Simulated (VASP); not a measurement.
# GaSb (F-43m) in VASP: notebook

The runs below take GaSb through electric field gradients, with LDA, PBEsol, r2SCAN.

Everything below comes from runs of VASP 6.6.1. Logs are shortened: lines on timing, memory, paths and dates and some standing lists are left out, and cuts for length are marked.

**What was measured.**

From a printed reference work, data compilation, for a bulk crystal of GaSb at 4.2 K: band gap 0.811 eV (direct).

The results are compared with them further down.

## (1) The cell of the first run

It takes space group F-43m (No. 216, cubic). The conventional cell has a = 6.118 Å, b = 6.118 Å, c = 6.118 Å, α = 90.00°, β = 90.00°, γ = 90.00°. Ga (site symmetry -43m) has 4 Sb at 2.65 Å within 3.5 Å. Sb (site symmetry -43m) has 4 Ga at 2.65 Å within 3.5 Å.

## (2) Electric field gradients, LDA

INCAR reads:

```
SYSTEM = GaSb
PREC     = Accurate       ! precision mode
ENCUT    = 520            ! plane-wave cutoff, eV
EDIFF    = 1E-8           ! SCF threshold, eV
ISMEAR   = -1             ! smearing method
SIGMA    = 0.08           ! smearing width, eV
LREAL    = .FALSE.        ! projectors in reciprocal space
LASPH    = .TRUE.         ! aspherical terms in the spheres
NELM     = 60             ! most SCF steps
ALGO     = Normal         ! electronic algorithm
ISIF     = 2              ! what is computed and relaxed
LWAVE    = .FALSE.        ! write WAVECAR
LCHARG   = .FALSE.        ! write CHGCAR
LEFG     = .TRUE.       
NBANDS   = 16             ! bands
```

KPOINTS reads:

```
Automatic mesh
0
G
  12 12 12
  0 0 0
```

POSCAR reads:

```
GaSb
1.0
    0.0000000000      3.0590000000      3.0590000000
    3.0590000000      0.0000000000      3.0590000000
    3.0590000000      3.0590000000      0.0000000000
Ga Sb
1 1
Direct
    0.0000000000      0.0000000000      0.0000000000
    0.7500000000      0.7500000000      0.7500000000
```

Potentials or basis: VASP PAW LDA potentials, release 64 (Ga_d, Sb).

Command:

```console
cat potpaw_LDA.64/Ga_d/POTCAR potpaw_LDA.64/Sb/POTCAR > POTCAR
mpirun -np 1 vasp_std > vasp.out
```

OUTCAR:

```text
SYSTEM = GaSb
   PREC = Accurate
   ENCUT = 520
   EDIFF = 1E-8
   ISMEAR = -1
   LREAL = .FALSE.
   LASPH = .TRUE.
   NELM = 60
   ISIF = 2

 ion  position               nearest neighbor table
   1  0.000  0.000  0.000-   2 2.65   2 2.65   2 2.65   2 2.65
   2  0.750  0.750  0.750-   1 2.65   1 2.65   1 2.65   1 2.65

  LATTYP: Found a face centered cubic cell.
 ALAT       =     6.1180000000

  Lattice vectors:

 A1 = (   0.0000000000,   3.0590000000,   3.0590000000)
 A2 = (   3.0590000000,   0.0000000000,   3.0590000000)
 A3 = (   3.0590000000,   3.0590000000,   0.0000000000)

Analysis of symmetry for initial positions (statically):
=====================================================================
 Subroutine PRICEL returns:
 Original cell was already a primitive cell.

 Routine SETGRP: Setting up the symmetry group for a
 face centered cubic supercell.

 Subroutine GETGRP returns: Found 24 space group operations
 (whereof 24 operations were pure point group operations)
 out of a pool of 48 trial point group operations.

The static configuration has the point symmetry T_d .

Analysis of symmetry for dynamics (positions and initial velocities):
=====================================================================
 Subroutine PRICEL returns:
 Original cell was already a primitive cell.

 Routine SETGRP: Setting up the symmetry group for a
 face centered cubic supercell.

 Subroutine GETGRP returns: Found 24 space group operations
 (whereof 24 operations were pure point group operations)
 out of a pool of 48 trial point group operations.

The dynamic configuration has the point symmetry T_d .

 Subroutine INISYM returns: Found 24 space group operations
 (whereof 24 operations are pure point group operations),
 and found     1 'primitive' translations

----------------------------------------------------------------------------------------

                                     Primitive cell

  volume of cell :      57.2491

  direct lattice vectors                    reciprocal lattice vectors
     0.000000000  3.059000000  3.059000000    -0.163452109  0.163452109  0.163452109
[... 122 lines left out ...]

 number of electron      17.9999986 magnetization

 Free energy of the ion-electron system (eV)
  ---------------------------------------------------
  ext. energy  EPLUGINS =         0.00000000
  ---------------------------------------------------
  free energy    TOTEN  =        -8.66569971 eV

  energy without entropy =       -8.66466499  energy(sigma->0) =       -8.66518235

 E-fermi :   4.7987     XC(G=0):  -9.3979

 val. band max:        4.6769034195   @ k =   0.0000   0.0000   0.0000
 cond. band min:       4.9749997139   @ k =   0.5000   0.0000   0.0000
 fundamental gap:      0.2980962945
 Fermi energy:         4.7987106388

 k-point     1 :       0.0000    0.0000    0.0000
  band No.  band energies     occupation
      1     -10.4651      2.00000
      2     -10.4651      2.00000
      3     -10.4651      2.00000
      4     -10.4158      2.00000
      5     -10.4158      2.00000
      6      -6.8399      2.00000
[... 433 lines left out ...]
      3     -10.4513      2.00000
      4     -10.4174      2.00000
      5     -10.4159      2.00000
      6      -5.0281      2.00000
[... 8 lines left out ...]
     15      13.2953      0.00000
     16      13.7081      0.00000

 [... further k-points ...]

------------------------ aborting loop because EDIFF is reached ----------------------------------------

  FORCE on cell =-STRESS in cart. coord.  units (eV):
  Direction    XX          YY          ZZ          XY          YZ          ZX
  --------------------------------------------------------------------------------------
  -------------------------------------------------------------------------------------
  Total       -0.5566444     -0.5566444     -0.5566444      0.0000000      0.0000000     -0.0000000
  in kB      -15.5782969    -15.5782969    -15.5782969      0.0000000      0.0000000     -0.0000000
  external PRESSURE =     -15.5782969 kB  Pullay stress =       0.0000000 kB

 VOLUME and BASIS-vectors are now :
 -----------------------------------------------------------------------------
  energy-cutoff  :      520.00
  volume of cell :       57.25
      direct lattice vectors                 reciprocal lattice vectors
     0.000000000  3.059000000  3.059000000    -0.163452109  0.163452109  0.163452109
     3.059000000  0.000000000  3.059000000     0.163452109 -0.163452109  0.163452109
     3.059000000  3.059000000  0.000000000     0.163452109  0.163452109 -0.163452109

 POSITION                                       TOTAL-FORCE (eV/Angst)
 -----------------------------------------------------------------------------------
      0.00000      0.00000      0.00000         0.000000      0.000000      0.000000
      4.58850      4.58850      4.58850        -0.000000     -0.000000     -0.000000
 -----------------------------------------------------------------------------------
    total drift:                               -0.000000     -0.000000     -0.000000

  FREE ENERGIE OF THE ION-ELECTRON SYSTEM (eV)
  ---------------------------------------------------
  free  energy   TOTEN  =        -8.6656997081 eV

  energy  without entropy=       -8.6646649860  energy(sigma->0) =       -8.66518235

 Electric field gradients (V/A^2)
---------------------------------------------------------------------
 ion       V_xx      V_yy      V_zz      V_xy      V_xz      V_yz
---------------------------------------------------------------------
   1       0.000    -0.000    -0.000    -0.001    -0.001    -0.001
   2      -0.000     0.000     0.000     0.000     0.000     0.000
---------------------------------------------------------------------

 Electric field gradients after diagonalization (V/A^2)
 (convention: |V_zz| > |V_xx| > |V_yy|)
----------------------------------------------------------------------
 ion       V_xx      V_yy      V_zz     asymmetry (V_yy - V_xx)/ V_zz
----------------------------------------------------------------------
   1       0.001     0.001    -0.002       0.000
   2      -0.000    -0.000     0.000       0.000
----------------------------------------------------------------------

           NMR quadrupolar parameters

 Cq : quadrupolar parameter    Cq=e*Q*V_zz/h
 eta: asymmetry parameters     (V_yy - V_xx)/ V_zz
 Q  : nuclear electric quadrupole moment in mb (millibarn)
----------------------------------------------------------------------
 ion       Cq(MHz)       eta       Q (mb)
----------------------------------------------------------------------
   1      -0.000       0.000       1.000
   2       0.000       0.000       1.000
----------------------------------------------------------------------
```

OSZICAR:

```text
N       E                     dE             d eps       ncg     rms          rms(c)
DAV:   1     0.823220757611E+02    0.82322E+02   -0.85552E+03  2360   0.136E+03
DAV:   2    -0.222923401478E+01   -0.84551E+02   -0.81592E+02  2696   0.297E+02
DAV:   3    -0.866307779290E+01   -0.64338E+01   -0.64166E+01  2720   0.657E+01
DAV:   4    -0.878256776237E+01   -0.11949E+00   -0.11947E+00  2984   0.998E+00
DAV:   5    -0.878522924700E+01   -0.26615E-02   -0.26615E-02  2840   0.132E+00    0.328E+00
DAV:   6    -0.870013502668E+01    0.85094E-01   -0.70712E-02  3448   0.410E+00    0.190E+00
DAV:   7    -0.866594659701E+01    0.34188E-01   -0.46602E-02  2744   0.165E+00    0.291E-01
DAV:   8    -0.866562067335E+01    0.32592E-03   -0.44627E-03  2800   0.770E-01    0.943E-02
DAV:   9    -0.866570510071E+01   -0.84427E-04   -0.33425E-04  2944   0.157E-01    0.393E-02
DAV:  10    -0.866569767275E+01    0.74280E-05   -0.16229E-05  2976   0.344E-02    0.135E-02
DAV:  11    -0.866569972328E+01   -0.20505E-05   -0.43267E-06  2752   0.184E-02    0.542E-03
DAV:  12    -0.866569969804E+01    0.25236E-07   -0.22284E-07  2880   0.330E-03    0.912E-04
DAV:  13    -0.866569970871E+01   -0.10669E-07   -0.19493E-08  2872   0.123E-03    0.668E-04
DAV:  14    -0.866569970805E+01    0.65620E-09   -0.70997E-10  1792   0.321E-04
   1 F= -.86656997E+01 E0= -.86651823E+01  d E =-.103472E-02
```

stdout:

```text
POSCAR found type information on POSCAR GaSb
 POSCAR found :  2 types and       2 ions
 scaLAPACK will be used
 LDA part: xc-table for (Slater(with rela. corr.)+CA(PZ))
 , standard interpolation
 POSCAR, INCAR and KPOINTS ok, starting setup
 FFT: planning ... GRIDC
 FFT: planning ... GRID_SOFT
 FFT: planning ... GRID
 WAVECAR not read
 entering main loop
ion   1

ion   2
```

Run time: 37 s. Hardware: 1 thread of Intel Xeon Platinum 8488C (Sapphire Rapids), shared host; peak memory 0.19 GiB.

Results:

* Free energy: -8.6657 eV
* Pressure: -1.6 GPa
* Band gap on the k mesh: zero (filled and empty bands touch)
* Largest electric field gradient by atom: zero within the noise of the run

Levels at points of the mesh, in eV from the Fermi level:
```csv
k point,band 5,band 6,band 7,band 8,band 9,band 10,band 11,band 12,band 13,band 14
"(0.00, 0.00, 0.00)",-15.21,-11.64,-0.25,-0.12,-0.12,-0.12,2.63,2.63,2.63,5.48
"(0.50, 0.00, 0.00)",-15.21,-10.02,-6.52,-1.28,-1.28,0.18,3.59,3.59,6.19,9.07
"(0.50, 0.50, 0.00)",-15.21,-9.19,-6.97,-2.70,-2.70,0.71,1.04,8.45,8.45,9.78
```

Caveat: semilocal functionals underestimate gaps, so a narrow gap can read as zero; spin-orbit coupling is left out, which moves the levels of the heavy elements.

## (3) Electric field gradients, PBEsol

INCAR reads:

```
ALGO = Normal ; EDIFF = 1E-8
ENCUT = 520 ; GGA = PS
ISIF = 2 ; ISMEAR = -1
LASPH = True ; LCHARG = False
LEFG = True ; LREAL = False
LWAVE = False ; NBANDS = 16
NELM = 100 ; PREC = Accurate
SIGMA = 0.08
```

KPOINTS reads:

```
k-points
0
Gamma
  12 12 12
```

POSCAR is that of step 2.

Potentials or basis: VASP PAW PBE potentials, release 64 (Ga_d, Sb).

Command:

```console
cat potpaw_PBE.64/Ga_d/POTCAR potpaw_PBE.64/Sb/POTCAR > POTCAR
mpirun -np 1 vasp_std > vasp.out
```

OUTCAR:

```text
EDIFF = 1E-8
   ENCUT = 520
   GGA = PS
   ISIF = 2
   ISMEAR = -1
   LASPH = True
   LREAL = False
   NELM = 100
   PREC = Accurate

 ion  position               nearest neighbor table
   1  0.000  0.000  0.000-   2 2.65   2 2.65   2 2.65   2 2.65
   2  0.750  0.750  0.750-   1 2.65   1 2.65   1 2.65   1 2.65

  LATTYP: Found a face centered cubic cell.
 ALAT       =     6.1180000000

  Lattice vectors:

 A1 = (   0.0000000000,   3.0590000000,   3.0590000000)
 A2 = (   3.0590000000,   0.0000000000,   3.0590000000)
 A3 = (   3.0590000000,   3.0590000000,   0.0000000000)

Analysis of symmetry for initial positions (statically):
=====================================================================
 Subroutine PRICEL returns:
 Original cell was already a primitive cell.

 Routine SETGRP: Setting up the symmetry group for a
 face centered cubic supercell.

 Subroutine GETGRP returns: Found 24 space group operations
[... 642 lines left out ...]
  volume of cell :       57.25
      direct lattice vectors                 reciprocal lattice vectors
     0.000000000  3.059000000  3.059000000    -0.163452109  0.163452109  0.163452109
     3.059000000  0.000000000  3.059000000     0.163452109 -0.163452109  0.163452109
     3.059000000  3.059000000  0.000000000     0.163452109  0.163452109 -0.163452109

 POSITION                                       TOTAL-FORCE (eV/Angst)
 -----------------------------------------------------------------------------------
      0.00000      0.00000      0.00000         0.000000      0.000000      0.000000
      4.58850      4.58850      4.58850        -0.000000     -0.000000     -0.000000
 -----------------------------------------------------------------------------------
    total drift:                               -0.000000     -0.000000     -0.000000

  FREE ENERGIE OF THE ION-ELECTRON SYSTEM (eV)
  ---------------------------------------------------
  free  energy   TOTEN  =        -8.1553631817 eV

  energy  without entropy=       -8.1544931715  energy(sigma->0) =       -8.15492818

 Electric field gradients (V/A^2)
---------------------------------------------------------------------
 ion       V_xx      V_yy      V_zz      V_xy      V_xz      V_yz
---------------------------------------------------------------------
   1      -0.000    -0.000     0.000    -0.001    -0.001    -0.001
   2      -0.000     0.000     0.000     0.000     0.000     0.000
---------------------------------------------------------------------

 Electric field gradients after diagonalization (V/A^2)
 (convention: |V_zz| > |V_xx| > |V_yy|)
----------------------------------------------------------------------
 ion       V_xx      V_yy      V_zz     asymmetry (V_yy - V_xx)/ V_zz
----------------------------------------------------------------------
   1       0.001     0.001    -0.002       0.000
   2      -0.000    -0.000     0.000       0.000
----------------------------------------------------------------------

           NMR quadrupolar parameters

 Cq : quadrupolar parameter    Cq=e*Q*V_zz/h
 eta: asymmetry parameters     (V_yy - V_xx)/ V_zz
 Q  : nuclear electric quadrupole moment in mb (millibarn)
----------------------------------------------------------------------
 ion       Cq(MHz)       eta       Q (mb)
----------------------------------------------------------------------
   1      -0.000       0.000       1.000
   2       0.000       0.000       1.000
----------------------------------------------------------------------
```

OSZICAR:

```text
N       E                     dE             d eps       ncg     rms          rms(c)
DAV:   1     0.812075169443E+02    0.81208E+02   -0.85579E+03  2352   0.136E+03
DAV:   2    -0.197408258013E+01   -0.83182E+02   -0.80204E+02  2712   0.296E+02
DAV:   3    -0.814011084487E+01   -0.61660E+01   -0.61516E+01  2680   0.644E+01
DAV:   4    -0.825210885484E+01   -0.11200E+00   -0.11198E+00  2976   0.967E+00
DAV:   5    -0.825461666994E+01   -0.25078E-02   -0.25078E-02  2888   0.127E+00    0.312E+00
DAV:   6    -0.818089543249E+01    0.73721E-01   -0.83662E-02  3216   0.490E+00    0.183E+00
DAV:   7    -0.815505356252E+01    0.25842E-01   -0.42194E-02  2928   0.185E+00    0.365E-01
DAV:   8    -0.815508008057E+01   -0.26518E-04   -0.47591E-03  3072   0.815E-01    0.101E-01
DAV:   9    -0.815536106661E+01   -0.28099E-03   -0.44778E-04  2680   0.165E-01    0.381E-02
DAV:  10    -0.815535383671E+01    0.72299E-05   -0.19277E-05  3008   0.381E-02    0.109E-02
DAV:  11    -0.815536310119E+01   -0.92645E-05   -0.12308E-05  2664   0.241E-02    0.466E-03
DAV:  12    -0.815536318542E+01   -0.84230E-07   -0.49694E-07  3072   0.695E-03    0.851E-04
DAV:  13    -0.815536318166E+01    0.37603E-08   -0.43553E-08  2744   0.149E-03
   1 F= -.81553632E+01 E0= -.81549282E+01  d E =-.870010E-03
```

stdout:

```text
POSCAR found type information on POSCAR GaSb
 POSCAR found :  2 types and       2 ions
 scaLAPACK will be used
 -----------------------------------------------------------------------------
|                                                                             |
|                                                                             |
|     You enforced a specific xc type in the INCAR file but a different       |
|     I HOPE YOU KNOW WHAT YOU ARE DOING!                                     |
|                                                                             |
 -----------------------------------------------------------------------------

 LDA part: xc-table for (Slater+PW92), standard interpolation
 POSCAR, INCAR and KPOINTS ok, starting setup
 FFT: planning ... GRIDC
 FFT: planning ... GRID_SOFT
 FFT: planning ... GRID
 WAVECAR not read
 entering main loop
ion   1

ion   2
```

It took 40 s on 1 thread of Intel Xeon Platinum 8488C (Sapphire Rapids), shared host; peak memory 0.22 GiB.

What came out:

- Free energy: -8.1554 eV
- Pressure: -0.1 GPa
- Band gap on the k mesh: zero (filled and empty bands touch)
- Largest electric field gradient by atom: zero within the noise of the run

Levels at points of the mesh, in eV from the Fermi level:
```tsv
k point	band 7	band 8	band 9	band 10	band 11	band 12
(0.00, 0.00, 0.00)	-0.15	-0.14	-0.14	-0.14	2.62	2.62
(0.50, 0.00, 0.00)	-6.53	-1.30	-1.30	0.21	3.58	3.58
(0.50, 0.50, 0.00)	-6.97	-2.73	-2.73	0.70	1.02	8.53
```

Caveat: semilocal functionals underestimate gaps, so a narrow gap can read as zero; the PAW data sets were made with another functional, which shifts forces and pressure a little; spin-orbit coupling is left out, which moves the levels of the heavy elements.

(Part 1 of 2 ends here.)
